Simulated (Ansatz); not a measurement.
GeTe (R3m), Ansatz (a first-principles code) with r2SCAN with spin-orbit coupling, rigid bands: N_v = 2.40e19 cm⁻³ at 300 K and a hole conductivity mass of 0.195 mₑ along y (a = (2.09, 1.21, 3.69) Å; b = (-2.09, 1.21, 3.69) Å; c = (0.00, -2.42, 3.69) Å).

Question: For 1e17 holes per cm³ at 300 K, place the Fermi level, estimate the Seebeck coefficient of a parabolic band with constant τ, and give mobility and conductivity for τ = 5 fs.

Answer: The level lies k_BT ln(N_v/p) = 0.142 eV above the valence-band maximum. S ≈ +(k_B/e)[ln(N_v/p) + 5/2] = 688 μV/K, against 678 μV/K from the full bands (mean over directions). μ = eτ/m = 45.1 cm²/(V·s) and σ = peμ = 0.723 S/cm. τ is assumed, not computed.

Band transport and this doping are assumed; polarons and phonon drag are left out.
